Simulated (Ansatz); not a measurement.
## Calculation log, GaN (F-43m) (phonons)

Method: PBEsol, PAW on Ansatz 0.2.0's default frozen-core files (fitted under PBE), scalar-relativistic.

The cell comes from a PAW relaxation under the same functional.

The structure is one entry of a database and needn't be the stable phase.

Launched as:

```sh
ansatz run input.yaml --threads 2 --pin off --max-ram 5120MiB --backend cpu --events-out ev --progress --plain --runs-dir out
```

Input:

```yaml
crystal:
  lattice:
    - [0.0, 2.24913975976, 2.24913975976]
    - [2.24913975976, 0.0, 2.24913975976]
    - [2.24913975976, 2.24913975976, 0.0]
  atoms:
    - { symbol: Ga, position: [0.0, 0.0, 0.0] }
    - { symbol: "N", position: [0.25, 0.25, 0.25] }
kpoints:
  mp_grid: { grid: [8, 8, 8] }
scf:
  occupations: { method: fixed }
hamiltonian:
  xc: pbesol
  pseudopotentials: { kind: paw }
phonons:
  method: dfpt
  dielectric: true
  rigid_motions: translations
```

The program printed:

```
Warning: RAYON_NUM_THREADS=2 ignored (pool sized by the plan → 2); use --threads N
Engine: ansatz 0.2.0, x86_64-unknown-linux-gnu
Pseudopotentials: kind: paw
Pseudopotential: Ga, paw, valence charge 13, recommended cutoff 420 eV (normal), Ga.paw.azcp
Pseudopotential: N, paw, valence charge 5, recommended cutoff 420 eV (normal), N.paw.azcp
Functional definition: PBEsol
  exchange = pbesol_x
  correlation = pbesol_c
Crystal: 2 atoms, lattice volume = 22.755 Å³
Basis set: ecut = 420 eV, 459 PW (Γ), exchange–correlation on 48×48×48 points (8 copies of the dense FFT grid, shifted against one another)
Bands: 13, of which v1, the nominal top of the filled ones, is band 9 counted from 1 (8 counted from 0)
Symmetry: 24 space group operations
k-points: 95 of 512 (irreducible under 4 space group operations, time reversal used)
Non-local potential: Ga, projectors of the file, l = 0: 2, l = 1: 2, l = 2: 3, l = 3: 1
Non-local potential: N, projectors of the file, l = 0: 2, l = 1: 2, l = 2: 1
PAW form: soft (Blöchl's): semilocal exchange-correlation on the pseudo side does not see the compensation charge
[... 60 lines left out ...]
       -0.000000     6.009651     0.000000
       -0.000000     0.000000     6.009651
  ε⁰ (static dielectric tensor: ions relaxed, cell fixed):
       10.558602    -0.000000     0.000000
       -0.000000    10.558602     0.000000
        0.000000     0.000000    10.558602
  ε⁰ − ε∞ (ionic part):
        4.548952    -0.000000     0.000000
       -0.000000     4.548952     0.000000
        0.000000     0.000000     4.548952
  softest optical mode at Γ: 536.69 cm⁻¹; the repairs (sum rule, projections) moved no ω² at Γ by more than (1.70 cm⁻¹)²
  Born effective charges Z* (e; rows j = field, columns β = displacement):
    site 0:
         2.65846    0.00000   -0.00000
        -0.00000    2.65846    0.00000
         0.00000    0.00000    2.65846
    site 1:
        -2.65846   -0.00000    0.00000
         0.00000   -2.65846   -0.00000
        -0.00000   -0.00000   -2.65846
  Z* charge neutrality: 7.188e-4 e pre-enforcement
  solved inside a basis spanned on kpoints, on 8×8×8 k-points, its susceptibility summed on 12×12×12: ε∞ is read to err by 2.1e-2, Z* by 1.5e-2 e (field_mesh: kpoints solves on kpoints); Z* is corrected for what the basis lacks
  optical modes at Γ without the LO–TO term, one row a degenerate level:
      ω (cm⁻¹)  modes    IR ((D/Å)²/amu)
        536.69      3            41.9375
  optical modes at Γ + LO–TO along q̂ = [1.0000, 0.0000, 0.0000]:
      ω (cm⁻¹)  modes    IR ((D/Å)²/amu)
        536.69      2            27.9584
        711.38      1            13.9792
  optical modes at Γ + LO–TO along q̂ = [0.0000, 1.0000, 0.0000]:
      ω (cm⁻¹)  modes    IR ((D/Å)²/amu)
        536.69      2            27.9584
        711.38      1            13.9792
  optical modes at Γ + LO–TO along q̂ = [0.0000, 0.0000, 1.0000]:
      ω (cm⁻¹)  modes    IR ((D/Å)²/amu)
        536.69      2            27.9584
        711.38      1            13.9792
```

The calculation finished and met its thresholds.

**Zone-centre phonons**

Harmonic phonons of a crystal by Kohn-Sham DFT at the given cell, standard atomic masses, acoustic sum rule imposed; negative wavenumbers are unstable modes; optical zone-centre levels upwards with Mulliken labels, activity, and the element with most of the kinetic energy.

```json
{
 "Point group": "-43m"
}
```

| number | phonon wavenumber (cm⁻¹) | label | infrared | raman | lead element |
| --- | --- | --- | --- | --- | --- |
| 1 | 536.7 | T2 | yes | yes | N |

### Field response

Linear response of an insulating crystal by Kohn-Sham DFT to a field and to zone-centre displacements, local fields included; Born charges neutralised; LO modes for wave vectors along x and z; Cartesian axes as in the input.

```json
{
 "Dielectric electronic (x, y, z)": "6.01, 6.01, 6.01",
 "Dielectric static (x, y, z)": "10.56, 10.56, 10.56",
 "Highest phonon with field along x": "711.4 cm⁻¹",
 "Highest phonon with field along z": "711.4 cm⁻¹",
 "Highest phonon without field": "536.7 cm⁻¹"
}
```

```
atom  born charge xx (e)  born charge yy (e)  born charge zz (e)
 Ga1               2.658               2.658               2.658
  N2              -2.658              -2.658              -2.658
```

Caveats: frozen-core PAW files fitted under PBE, their cores solved anew for the functional of the run; zone-boundary modes aren't tested; this zinc-blende form is metastable at ambient conditions; field response not resolved by the mesh; no LO-TO term at the zone centre.

Time and hardware: 14 s on 2 threads of Intel(R) Xeon(R) Platinum 8488C (Sapphire Rapids), with other jobs on the host, peak memory 0.48 GiB.
